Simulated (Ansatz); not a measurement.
# BaTiO3 under changes of volume

One of the cells (12.856 Å³/atom); the others are scaled copies at fixed shape and fractional positions:

```xyz
5
Lattice="3.9998 0.0000 0.0000 0.0000 3.9998 0.0000 0.0000 0.0000 4.0180" Properties=species:S:1:pos:R:3 pbc="T T T"
Ba    0.0000    0.0000    0.0000
Ti    1.9999    1.9999    1.9688
O     0.0000    1.9999    2.0773
O     1.9999    0.0000    2.0773
O     1.9999    1.9999    0.0763
```

- Program: Ansatz 0.2.0
- Functional: PBE
- Potentials or basis: JTH PAW
- Cutoff: 1380 eV (not typed: the program's choice for these potentials)
- k mesh: 7 × 7 × 7
- Occupations: fermi-dirac, width 0.05 eV
- Spin: no spin polarisation

```csv
volume (Å³/atom),energy over the lowest point (meV/atom),pressure (GPa),gap on the mesh (eV),largest force (eV/Å)
12.085,49.87,16.3,2.02,0.185
12.342,27.49,11.7,1.97,0.107
12.599,12.19,7.5,1.93,0.163
12.856,3.24,3.7,1.89,0.292
13.113,0.00,0.4,1.84,0.413
13.371,1.87,-2.6,1.80,0.526
13.628,?,?,?,?
```

Q: What does the run at 13.628 Å³/atom give?

A: Energy over the lowest point 8.33 meV/atom; pressure -5.4 GPa; gap on the mesh 1.76 eV; largest force 0.631 eV/Å.

Worked out: A Birch-Murnaghan fit of order 3 (a polynomial in V^(-2/3)) to the other rows has its minimum at 13.14 Å³/atom with B0 = V·E''(V) = 161 GPa and B' = 4.5 at fixed shape and positions, which overstates the stiffness. It gives 8.34 meV/atom at 13.628 Å³/atom, against the run's 8.33, and -dE/dV = -5.4 GPa, against -5.4. A straight line through the other rows of the gap, of slope -2.16 eV per unit of ln V, extrapolates to 1.76 eV, against the run's 1.76.

Energies are extrapolated to zero smearing.

Caveats: this barium file gives pressures and gaps apart from those of other sets; odd divisions of the mesh miss points on the zone boundary, where band edges often lie, so the gap on the mesh can be too wide; spin-orbit coupling is left out, which moves the levels of the heavy elements.

A mesh can miss the band edges.
